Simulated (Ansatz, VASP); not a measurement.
## Al in VASP and in Ansatz

File INCAR:

```
SYSTEM = Al
ALGO     = Normal         ! electronic algorithm
DIPOL    = 0.5 0.5 0.500
EDIFF    = 1E-7           ! SCF threshold, eV
ENCUT    = 520            ! plane-wave cutoff, eV
GGA      = PE             ! functional
IDIPOL   = 3            
ISIF     = 2              ! what is computed and relaxed
ISMEAR   = 0              ! smearing method
LASPH    = .TRUE.         ! aspherical terms in the spheres
LCHARG   = .FALSE.        ! write CHGCAR
LDIPOL   = .TRUE.       
LREAL    = .FALSE.        ! projectors in reciprocal space
LWAVE    = .FALSE.        ! write WAVECAR
NBANDS   = 16             ! bands
NELM     = 80             ! most SCF steps
PREC     = Accurate       ! precision mode
SIGMA    = 0.1            ! smearing width, eV
```

Contents of KPOINTS:

```
k-points
0
G
  12 12 1
  0 0 0
```

POSCAR

```
Al
1.0
    2.8571513840      0.0000000000      0.0000000000
   -1.4285756920      2.4743656810      0.0000000000
    0.0000000000      0.0000000000     24.3314173450
Al
5
Direct
    0.6666666667      0.3333333333      0.3082434489
    0.3333333333      0.6666666667      0.4041217245
    0.0000000000      0.0000000000      0.5000000000
    0.6666666667      0.3333333333      0.5958782755
    0.3333333333      0.6666666667      0.6917565511
```

Input for Ansatz:

```yaml
crystal:
  lattice:
    - [2.857151384, 0.0, 0.0]
    - [-1.428575692, 2.474365681, 0.0]
    - [0.0, 0.0, 24.331417345]
  atoms:
    - { symbol: Al, position: [0.6666666667, 0.3333333333, 0.3082434489] }
    - { symbol: Al, position: [0.3333333333, 0.6666666667, 0.4041217245] }
    - { symbol: Al, position: [0.0, 0.0, 0.5] }
    - { symbol: Al, position: [0.6666666667, 0.3333333333, 0.5958782755] }
    - { symbol: Al, position: [0.3333333333, 0.6666666667, 0.6917565511] }
basis:
  ecutwfc: 420
kpoints:
  mp_grid: { grid: [12, 12, 1] }
hamiltonian:
  xc: pbe
scf:
  occupations: { method: gaussian, width: 0.1 }
  max_iter: 60
output:
  forces: true
  stress: true
  eigenvalues: true
efield:
  axis: 3
  dipole_correction: true
  ramp_width: 0.04
  ramp_position: 0.732
```

Alike in both runs: task single point; functional PBE; k mesh 12 × 12 × 1; occupations gaussian, width 0.1 eV; no spin polarisation.

```csv
,VASP,Ansatz
version,VASP 6.6.1,Ansatz 0.2.0
potentials or method,"VASP PAW PBE potentials, release 64 (Al)","scalar-relativistic, plane waves, PAW"
plane-wave cutoff (eV),520,420
valence electrons in the cell,15,15
```

```tsv
	VASP	Ansatz	Ansatz less VASP
gap on the k mesh at the Fermi level (eV)	none	none	-
rms of the force components (eV/Å)	0.050	1.456	+1.4058
```

Atom by atom the forces differ by 1.481 eV/Å (rms over components). A gap of «none» marks a metal or a gap that the smearing closes. One of these differences is far larger than is usual between the two programs; its cause wasn't traced. Ansatz warned: «net_force_over_tolerance».
